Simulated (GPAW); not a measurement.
GaP:

```
Ga P
1.0
     0.00000    2.72525    2.72525
     2.72525    0.00000    2.72525
     2.72525    2.72525    0.00000
Ga P
1 1
Cartesian
  0.0000 0.0000 0.0000
  4.0879 4.0879 4.0879
```

Base run:

| Quantity | Value |
| --- | --- |
| Program | GPAW 26.7.0 |
| Functional | PBE |
| Potentials or basis | GPAW PAW data sets (gpaw-data 1.2.1) |
| Cutoff | 600 eV |
| Basis | pw |
| k mesh | 8 × 8 × 8 |
| Occupations | fermi-dirac, width 0.05 eV |
| Spin | spin-orbit coupling, no magnetisation |

Its results: band gap on the k mesh 1.64 eV, indirect (least direct gap 1.86 eV).

Problem. The run is repeated on the same cell with these changes: functional from PBE to vdW-DF-cx; band points from 100 to 80. What comes out?

Solution. Band gap on the k mesh 1.55 eV, indirect (least direct gap 1.87 eV).

Caveats: spin-orbit coupling was added after a scalar SCF, so levels and gaps hold it while energy, forces, pressure and moments don't; this program's spin-orbit splittings come out too wide for heavy elements.

A k mesh can miss the band edges.
